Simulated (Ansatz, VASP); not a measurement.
**Two plane-wave programs on Cd**

```
CELL_PARAMETERS angstrom
2.99860 0.00000 0.00000
-1.49930 2.59686 0.00000
0.00000 0.00000 5.65485
ATOMIC_POSITIONS crystal
Cd 0.66667 0.33333 0.75000
Cd 0.33333 0.66667 0.25000
```

Alike in both runs: task single point; functional PBEsol; k mesh 10 × 10 × 5; occupations fermi-dirac, width 0.05 eV; no spin polarisation.

|  | VASP | Ansatz |
| --- | --- | --- |
| version | VASP 6.6.1 | Ansatz 0.2.0 |
| potentials or method | VASP PAW PBE potentials, release 64 (Cd) | Ansatz PAW |
| plane-wave cutoff (eV) | 520 | 420 |
| valence electrons in the cell | 24 | 40 |

```tsv
	VASP	Ansatz	Ansatz less VASP
gap on the k mesh at the Fermi level (eV)	none	none	-
pressure (GPa)	-2.3	-2.6	-0.31
largest component of the traceless stress (GPa)	0.23	0.11	-0.124
```

A gap of «none» marks a metal or a gap that the smearing closes. The two sets of potentials don't hold the same shells in valence.

Caveats: the PAW data sets were made with another functional, which shifts forces and pressure a little (VASP); the PAW data sets come from PBE, with cores solved anew for the run's functional, which leaves a small shift of forces and pressure (Ansatz).
